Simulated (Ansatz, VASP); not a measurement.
# Cross-check of SnO2 (SnO2 (P4_2/mnm)) between VASP and Ansatz

Aim: how closely do two programs agree when they are given the same cell, functional and k mesh? The cell is taken from a series of runs on this material, whose earlier steps may have relaxed, scaled, displaced or heated it; both programs get it as it stands.

Calculated with Ansatz 0.2.0; plane waves, with VASP 6.6.1 beside it; single point at PBEsol.

**1. Starting point**

The structure is tetragonal, space group P4_2/mnm (No. 136). Conventional cell: a = 4.768 Å, b = 4.768 Å, c = 3.212 Å, α = 90.00°, β = 90.00°, γ = 90.00°. Nearest to Sn lie 6 O at 2.07 Å. O has 3 Sn at 2.07 Å nearest. Farther neighbours and most contacts between anions are not listed.

Structure file:

```cif
data_structure
_symmetry_space_group_name_H-M 'P4_2/mnm'
_symmetry_Int_Tables_number 136
_cell_length_a 4.7678
_cell_length_b 4.7678
_cell_length_c 3.2119
_cell_angle_alpha 90.000
_cell_angle_beta 90.000
_cell_angle_gamma 90.000
_cell_volume 73.01
loop_
_atom_site_label
_atom_site_type_symbol
_atom_site_symmetry_multiplicity
_atom_site_Wyckoff_symbol
_atom_site_fract_x
_atom_site_fract_y
_atom_site_fract_z
_atom_site_occupancy
Sn1 Sn 2 a 0.50000 0.50000 0.50000 1
O1 O 4 f 0.19373 0.80627 0.50000 1
```

**2. VASP: single point, PBEsol**

A single point gives forces, pressure and levels at one fixed geometry, so differences don't come from the geometry; what else differs is listed under the comparison.

Lines of VASP's logs that name or quote its potential files are left out, and so is its time.

INCAR

```
SYSTEM = SnO2
PREC = Accurate
ENCUT = 520
EDIFF = 1E-06
NELM = 120
ISMEAR = -1
SIGMA = 0.01
LREAL = .FALSE.
ALGO = Normal
GGA = PS
NBANDS = 32
LORBIT = 11
LWAVE = .FALSE.
LCHARG = .FALSE.
ISIF = 2
LASPH = .TRUE.
GGA_COMPAT = .FALSE.
EFERMI = MIDGAP
KPAR = 2
```

POSCAR

```
SnO2
1.0
    4.7678118222      0.0000000000      0.0000000000
    0.0000000000      4.7678118222      0.0000000000
    0.0000000000      0.0000000000      3.2119026566
Sn O
2 4
Direct
    0.5000000000      0.5000000000      0.5000000000
    0.0000000000      0.0000000000      0.0000000000
    0.1937300000      0.8062700000      0.5000000000
    0.8062700000      0.1937300000      0.5000000000
    0.3062700000      0.3062700000      0.0000000000
    0.6937300000      0.6937300000      0.0000000000
```

KPOINTS

```
Automatic mesh
0
Gamma
6 6 9
0 0 0
```

PAW data sets: Sn_d and O (PBE family, release 64).

Command:

```bash
$ mpirun -np 2 vasp_std
```

Numbers of over 12 decimals in the logs are rounded to 6 here.

What it wrote:

```text
[banner, memory and clock lines left out]
running    2 mpi-ranks, on    1 nodes
 distrk:  each k-point on    1 cores,    2 groups
 distr:  one band on    1 cores,    1 groups

 POSCAR found type information on POSCAR SnO
 POSCAR found :  2 types and       6 ions
|                                                                             |
|               ----> ADVICE to this user running VASP <----                  |
|                                                                             |
|     You enforced a specific xc type in the INCAR file but a different       |
|     [... a line on the potential file left out ...]
|     I HOPE YOU KNOW WHAT YOU ARE DOING!                                     |
|                                                                             |

 LDA part: xc-table for (Slater+PW92), standard interpolation
 POSCAR, INCAR and KPOINTS ok, starting setup
 FFT: planning ... GRIDC
 FFT: planning ... GRID_SOFT
 FFT: planning ... GRID
 WAVECAR not read
 entering main loop
       N       E                     dE             d eps       ncg     rms          rms(c)
DAV:   1     0.631486341831E+03    0.63149E+03   -0.26189E+04  3536   0.252E+03
DAV:   2     0.488930049075E+02   -0.58259E+03   -0.55820E+03  3608   0.662E+02
DAV:   3    -0.407606010473E+02   -0.89654E+02   -0.88542E+02  3736   0.219E+02
DAV:   4    -0.449971319196E+02   -0.42365E+01   -0.42211E+01  3816   0.523E+01
DAV:   5    -0.451316988824E+02   -0.13457E+00   -0.13453E+00  4032   0.948E+00    0.148E+01
DAV:   6    -0.396608471902E+02    0.54709E+01   -0.19648E+01  5248   0.672E+01    0.587E+00
DAV:   7    -0.397245458202E+02   -0.63699E-01   -0.18490E+00  3640   0.783E+00    0.318E+00
DAV:   8    -0.396822057608E+02    0.42340E-01   -0.24710E-01  4800   0.458E+00    0.707E-01
DAV:   9    -0.396692103985E+02    0.12995E-01   -0.57756E-02  5128   0.357E+00    0.124E-01
DAV:  10    -0.396696656164E+02   -0.45522E-03   -0.42559E-03  4520   0.596E-01    0.408E-02
DAV:  11    -0.396697157575E+02   -0.50141E-04   -0.17698E-04  4992   0.132E-01    0.188E-02
DAV:  12    -0.396697182828E+02   -0.25253E-05   -0.15545E-05  4312   0.267E-02    0.139E-02
DAV:  13    -0.396697150060E+02    0.32768E-05   -0.13683E-05  4120   0.525E-02    0.248E-03
DAV:  14    -0.396697151856E+02   -0.17963E-06   -0.70189E-07  2352   0.956E-03
   1 F= -.39669715E+02 E0= -.39669715E+02  d E =-.308177E-22
```

OUTCAR, selected parts (step 2):

```text
ion  position               nearest neighbor table
   1  0.500  0.500  0.500-   3 2.07   4 2.07   5 2.07   6 2.07   5 2.07   6 2.07   2 3.73   2 3.73
                             2 3.73   2 3.73   2 3.73   2 3.73   2 3.73   2 3.73
   2  0.000  0.000  0.000-   5 2.07   6 2.07   3 2.07   4 2.07   3 2.07   4 2.07   1 3.73   1 3.73
                             1 3.73   1 3.73   1 3.73   1 3.73   1 3.73   1 3.73
   3  0.194  0.806  0.500-   1 2.07   2 2.07   2 2.07
   4  0.806  0.194  0.500-   1 2.07   2 2.07   2 2.07
   5  0.306  0.306  0.000-   2 2.07   1 2.07   1 2.07
   6  0.694  0.694  0.000-   2 2.07   1 2.07   1 2.07

  LATTYP: Found a simple tetragonal cell.
 ALAT       =     4.7678118222
 C/A-ratio  =     0.6736638895

 Subroutine GETGRP returns: Found 16 space group operations
 (whereof  8 operations were pure point group operations)

The static configuration has the point symmetry D_2h.
 The point group associated with its full space group is D_4h.

 Found     50 irreducible k-points:

   k-points           NKPTS =     50   k-points in BZ     NKDIM =     50   number of bands    NBANDS=     32

   dimension x,y,z NGX =    36 NGY =   36 NGZ =   24
   dimension x,y,z NGXF=    72 NGYF=   72 NGZF=   48

   ENCUT  =  520.0 eV  38.22 Ry    6.18 a.u.   8.86  8.86  5.97*2*pi/ulx,y,z

   NELECT =      52.0000    total number of electrons

 k-points in reciprocal lattice and weights: Automatic mesh
   0.00000000  0.00000000  0.00000000       0.003
   0.16666667  0.00000000  0.00000000       0.012
   0.33333333  0.00000000  0.00000000       0.012
   0.50000000  0.00000000  0.00000000       0.006
   0.16666667  0.16666667  0.00000000       0.012
   0.33333333  0.16666667  0.00000000       0.025
   0.50000000  0.16666667  0.00000000       0.012
   0.33333333  0.33333333  0.00000000       0.012
   0.50000000  0.33333333  0.00000000       0.012
[...]
0.50000000  0.33333333  0.44444444       0.025
   0.50000000  0.50000000  0.44444444       0.006

 average (electrostatic) potential at core
       1 -99.4159       2 -99.4159       3 -68.0631       4 -68.0631       5 -68.0631
       6 -68.0631

 E-fermi :   6.2425

 k-point     1 :       0.0000    0.0000    0.0000
  band No.  band energies     occupation
    ...
     22       4.5121      2.00000
     23       4.5121      2.00000
     24       5.0039      2.00000
     25       5.0039      2.00000
     26       5.7828      2.00000
     27       6.7022      0.00000
     28      11.6338      0.00000
     29      11.8184      0.00000
     30      11.8184      0.00000
     31      15.9130      0.00000
    ...

 k-point     2 :       0.1667    0.0000    0.0000
  band No.  band energies     occupation
    ...
     22       4.4311      2.00000
     23       4.5196      2.00000
     24       4.5376      2.00000
     25       5.0221      2.00000
     26       5.6426      2.00000
     27       7.4293      0.00000
     28      11.3922      0.00000
     29      11.9411      0.00000
     30      12.0768      0.00000
     31      16.1588      0.00000
    ...

 k-point     3 :       0.3333    0.0000    0.0000
  band No.  band energies     occupation
    ...
     22       4.1215      2.00000
     23       4.5386      2.00000
     24       4.5624      2.00000
     25       5.0696      2.00000
     26       5.3414      2.00000
     27       8.6899      0.00000
     28      10.8544      0.00000
     29      12.2895      0.00000
     30      12.4508      0.00000
     31      16.4152      0.00000
    ...

  Total        0.3022252      0.3022252      0.4361451     -0.0000000      0.0000000      0.0000000
  in kB        6.6319404      6.6319404      9.5706393     -0.0000000      0.0000000      0.0000000
  external PRESSURE =       7.6115067 kB  Pullay stress =       0.0000000 kB

  energy-cutoff  :      520.00
  volume of cell :       73.01
      direct lattice vectors                 reciprocal lattice vectors
     4.767811822  0.000000000  0.000000000     0.209739821  0.000000000  0.000000000
     0.000000000  4.767811822  0.000000000     0.000000000  0.209739821  0.000000000
     0.000000000  0.000000000  3.211902657     0.000000000  0.000000000  0.311341939

 POSITION                                       TOTAL-FORCE (eV/Angst)
 -----------------------------------------------------------------------------------
      2.38391      2.38391      1.60595        -0.000000     -0.000000      0.000000
      0.00000      0.00000      0.00000        -0.000000     -0.000000      0.000000
      0.92367      3.84414      1.60595         0.011035     -0.011035      0.000000
      3.84414      0.92367      1.60595        -0.011035      0.011035      0.000000
      1.46024      1.46024      0.00000        -0.011035     -0.011035      0.000000
      3.30757      3.30757      0.00000         0.011035      0.011035     -0.000000
 -----------------------------------------------------------------------------------
    total drift:                                0.000000      0.000000      0.000000

  FREE ENERGIE OF THE ION-ELECTRON SYSTEM (eV)
  ---------------------------------------------------
  free  energy   TOTEN  =       -39.6697151856 eV

  energy  without entropy=      -39.6697151856  energy(sigma->0) =      -39.66971519

 total charge
# of ion       s       p       d       tot
------------------------------------------
    1        0.884   1.086  10.369  12.339
    2        0.884   1.086  10.369  12.339
    3        1.556   3.482   0.000   5.038
    4        1.556   3.482   0.000   5.038
    5        1.556   3.482   0.000   5.038
    6        1.556   3.482   0.000   5.038
--------------------------------------------------
tot          7.991  16.101  20.738  44.830

[... 3 further parts left out ...]
```

The run ends at a pressure of 0.76 GPa, with forces up to 0.016 eV/Å.

**3. Ansatz: single point, PBEsol**

Ansatz runs on its PAW soft_1 files.

The same cell, functional, mesh and smearing now go to Ansatz.

input.yaml

```yaml
crystal:
  lattice:
    - [4.7678118222, 0.0, 0.0]
    - [0.0, 4.7678118222, 0.0]
    - [0.0, 0.0, 3.2119026566]
  atoms:
    - { symbol: Sn, position: [0.5, 0.5, 0.5] }
    - { symbol: Sn, position: [0.0, 0.0, 0.0] }
    - { symbol: O, position: [0.193727843, 0.806272157, 0.5] }
    - { symbol: O, position: [0.806272157, 0.193727843, 0.5] }
    - { symbol: O, position: [0.306272157, 0.306272157, 0.0] }
    - { symbol: O, position: [0.693727843, 0.693727843, 0.0] }
basis:
  ecutwfc: 420
  xc_grid: 2
hamiltonian:
  xc: pbesol
  pseudopotentials: { kind: paw, azcp: { folder: soft_1 }, xc_functional: pbe }
kpoints:
  mp_grid: { grid: [6, 6, 9] }
scf:
  occupations: { method: fermi_dirac, width: 0.01 }
  max_iter: 100
  lower_state_search: "off"
checkpoint:
  write: "../dense.run"
  compress: false
  write_wavefunctions: false
  write_every: 100000
```

Command:

```bash
$ ansatz run input.yaml --threads 32 --pin off --max-ram 84787MiB --backend cuda --events-out ev --progress --plain --runs-dir out --max-vram 78GiB
```

What it wrote:

```text
Engine: ansatz 0.2.0, aarch64-unknown-linux-gnu
Pseudopotentials: kind: paw
Pseudopotential: Sn, paw, valence charge 14, recommended cutoff 420 eV (normal), soft_1/Sn.paw.azcp
Pseudopotential: O, paw, valence charge 6, recommended cutoff 420 eV (normal), soft_1/O.paw.azcp
Functional definition: PBEsol
  exchange = pbesol_x
  correlation = pbesol_c
device memory: the entry about to start is reckoned to put 2.2 GiB on a device that reports 182.5 GiB free (of which the cap on the GPU budget leaves the run 78.0 GiB)
GPU FFT provider: cuFFT
GPU libraries: cuBLAS 13.8.1, cuFFT 12.4.0, cuSOLVER 12.3.2
GPU matrix products: emulated (plane waves: as basis.precision tells), large ones in fixed point in workspaces of 1.00 GiB
Crystal: 6 atoms, lattice volume = 73.013 Å³
Basis set: ecut = 420 eV, 1435 PW (Γ), exchange–correlation on 64×64×48 points (8 copies of the dense FFT grid, shifted against one another)
Bands: 32, of which v1, the nominal top of the filled ones, is band 26 counted from 1 (25 counted from 0)
Symmetry: 16 space group operations
Space group: P42/mnm (ITA 136), of the structure as read, at distance tolerance 4.2e-5 Å
k-points: 50 of 324
Non-local potential: Sn, projectors of the file, l = 0: 2, l = 1: 2, l = 2: 2, l = 3: 1
Non-local potential: O, projectors of the file, l = 0: 2, l = 1: 2, l = 2: 1
PAW form: soft (Blöchl's): semilocal exchange-correlation on the pseudo side does not see the compensation charge
PAW frozen core: Sn, regenerated for the run's functional, and the local potential with it (the file was generated under x = pbe(κ = 0.804, μ = 0.219515), c = pbe(β = 0.066725))
PAW frozen core: O, regenerated for the run's functional, and the local potential with it (the file was generated under x = pbe(κ = 0.804, μ = 0.219515), c = pbe(β = 0.066725))
PAW one-centre angular grid: Sn, 590 points (default); XC on 64 Gauss nodes
PAW one-centre angular grid: O, 110 points (default); XC on 64 Gauss nodes
Initial density: superposition of atomic densities (chi_scale 0.1, normalization cell, long waves kept (reshape's long-wave potential 0.00 eV rms))
Initial wavefunctions: pseudopotential atomic-orbital guess
GPU buffer pool allocated for 24576 grid points (all kernels)
GPU transforms: local potential and band sums: pruned to the plane-wave sphere, on 32×32×24
Functional: x = pbesol(κ = 0.804, μ = 0.123457), c = pbesol(β = 0.046)
SCF iter   1: F=—  HF=-14143.798690 eV  |Δ(HF+E_count)|=         —  Δρ=6.91e-2  dr2=2.56e0  Hψ=7090
preconditioner: auto → Resta (q_TF=auto, 2.578 Å⁻¹)  ε∞=3.5  [insulator: Δε(μ)=1.298 eV  Ē_g=19.834 eV  σ=0.010 eV  W_gap=1.00  n_scr=18 (ndim 8)  ℏωp=31.3 eV  f_vac=0.000  D(μ)=0.00/eV (n_scr^D=0)  ε∞_Penn≈3.5]
SCF iter   2: F=—  HF=-14143.354963 eV  |Δ(HF+E_count)|=   4.44e-1  Δρ=3.55e-2  dr2=6.71e-1  Hψ=3524
SCF iter   3: F=—  HF=-14143.234076 eV  |Δ(HF+E_count)|=   1.21e-1  Δρ=4.95e-3  dr2=1.60e-2  Hψ=2854
SCF iter   4: F=—  HF=-14143.236832 eV  |Δ(HF+E_count)|=   2.76e-3  Δρ=9.57e-4  dr2=4.41e-4  Hψ=3007
automatic band count: iteration 4 solves 31 bands in place of 32: the levels show a gap, and the empty bands left out lie too high to hold charge; the band table lists the bands solved (type scf.n_extra_bands for more)
SCF iter   5: F=—  HF=-14143.237301 eV  |Δ(HF+E_count)|=   4.69e-4  Δρ=1.24e-4  dr2=1.46e-5  Hψ=2400
SCF iter   6: F=—  HF=-14143.237447 eV  |Δ(HF+E_count)|=   1.46e-4  Δρ=2.24e-5  dr2=4.64e-7  Hψ=2318
SCF iter   7: F=-14143.237447 eV  HF=-14143.237447 eV  |Δ(HF+E_count)|=   1.52e-7  Δρ=6.85e-6  dr2=2.84e-8  Hψ=3964
SCF 1 converged in 7 iterations: F = -14143.237447 eV  dr2 = 2.84e-8
  greatest PAW one-centre occupation: 0.996 electrons in one spin orbital (limit 2), on the Sn atom at site 0 (counted from 0), in its partial waves of l = 2
SCF converged after 7 iterations
Free energy (F): -14143.237447 eV
Harris-Foulkes:  -14143.237447 eV  (|F-HF|=1.30e-8)
Internal energy: -14143.237447 eV  (E = F + TS)
E sigma→0 (E₀):  -14143.237447 eV
Fermi energy:    9.593027 eV
--- Per-component energies (eV) ---
  E_band       = -133.811265
  E_kinetic    = 1015.122616
  E_local      = -3198.458478  (includes V_loc(G=0)·N_el)
  E_nonlocal   = 505.972863
  E_hartree    = 1449.202729
  E_xc         = -530.120626
  E_vxc        = -521.863149  (∫ρ·V_xc dr)
  E_paw        = -9229.311771  (= ΣΔE_a)
  E_vpaw       = -832.993653  (= ΣTr[D̂ρ^β])
  E_aug_tail   = 0.003906  (compensation charges beyond the density's cutoff)
  E_ewald      = -4156.359518
  E_core_change = 0.710831  (= ΣΔE_core)
  E_smearing   = -0.000000  (= −TS)
  E_closure    = -0.000000  (closes the sum)
  Σ components = -14143.237447   (vs F -14143.237447, Δ=0.00e0)
```

**4. Differences**

Known differences besides the potentials themselves: the cutoff is 420 eV in Ansatz and 520 eV in VASP; Ansatz makes its cores anew for this functional, VASP keeps those of its PBE data sets. Total energies have different zeros and are not compared.

Both answers:

```tsv
quantity	Ansatz	VASP	difference
gap on the k mesh (eV)	0.924	0.919	+0.005
```

A gap on the mesh is an upper bound, since the band edges may lie between its points.

**5. Results**

| Property | Result |
| --- | --- |
| difference in gap on the k mesh (single point, PBEsol) | 0.0050 eV |

What this shows: The difference in gap on the k mesh is 0.0050 eV (single point, PBEsol), within the 0.08 eV picked in this series as the mark of a large difference. Such differences can come from data sets, numerical settings and the points named under the comparisons, not from the functional's error against experiment.

[Lines on the potential files, build, host, timing and source positions are cut from VASP's logs without a mark.]

[Logs are printed without paths, hosts, clocks, repeated set-up lines and the standing remarks that a program may print on its own settings, such as how far it seeks lower states.]

[Hosts, paths, dates, database ids (printed as entryN), source tags and the programs' standing remarks are cut or masked in the printed files.]
